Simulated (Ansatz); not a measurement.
Write the native input for Ansatz 0.2.0 that does the following.

```
Task                                : band structure
Functional                          : PBE
Potentials or basis                 : Ansatz PAW
Cutoff                              : 420 eV (not typed: the program's choice for these potentials)
k mesh                              : 8 × 8 × 8
Occupations                         : fermi-dirac, width 0.05 eV
Spin                                : no spin polarisation
Path                                : [["G", "X", "W", "K", "G", "L", "U", "W", "L", "K"], ["U", "X"]]
Points for each segment of the path : 14
```

Crystal: GaP.

```xyz
2
Lattice="0.0000 2.7252 2.7252 2.7252 0.0000 2.7252 2.7252 2.7252 0.0000" Properties=species:S:1:pos:R:3 pbc="T T T"
Ga    0.0000    0.0000    0.0000
P     4.0879    4.0879    4.0879
```

The input as run:

input.yaml

```yaml
crystal:
  lattice:
    - [0.0, 2.72525, 2.72525]
    - [2.72525, 0.0, 2.72525]
    - [2.72525, 2.72525, 0.0]
  atoms:
    - { symbol: Ga, position: [0.0, 0.0, 0.0] }
    - { symbol: P, position: [0.75, 0.75, 0.75] }
hamiltonian:
  xc: pbe
  pseudopotentials: { kind: paw, core: small }
kpoints:
  mp_grid: { grid: [8, 8, 8] }
  band_path:
    path:
      - [[0.0, 0.0, 0.0], [0.5, 0.0, 0.5], [0.5, 0.25, 0.75], [0.375, 0.375, 0.75], [0.0, 0.0, 0.0], [0.5, 0.5, 0.5], [0.625, 0.25, 0.625], [0.5, 0.25, 0.75], [0.5, 0.5, 0.5], [0.375, 0.375, 0.75]]
      - [[0.625, 0.25, 0.625], [0.5, 0.0, 0.5]]
    npoints: 14
scf:
  occupations: { method: fermi_dirac, width: 0.05 }
  n_extra_bands: 6
output:
  forces: true
  stress: true
  eigenvalues: true
  fatbands: false
```

Potentials or basis: Ansatz PAW.

Run with:

```console
$ ansatz run input.yaml --threads 2 --pin off --max-ram 5120MiB --backend cpu --events-out ev --progress --plain --runs-dir out
```

It gave:

```
Pressure                : 2.5 GPa
Band gap on the k mesh  : 1.64 eV, indirect (least direct gap 1.83 eV)
Band gap along the path : 1.59 eV, indirect (least direct gap 1.83 eV)
```

Caveat: the k mesh misses the band edges, so the gap on the mesh is wider than the one along the path.

Run time: 2.5 s on 2 threads of Arm Neoverse V2, with other jobs on the host, peak memory 0.29 GiB.
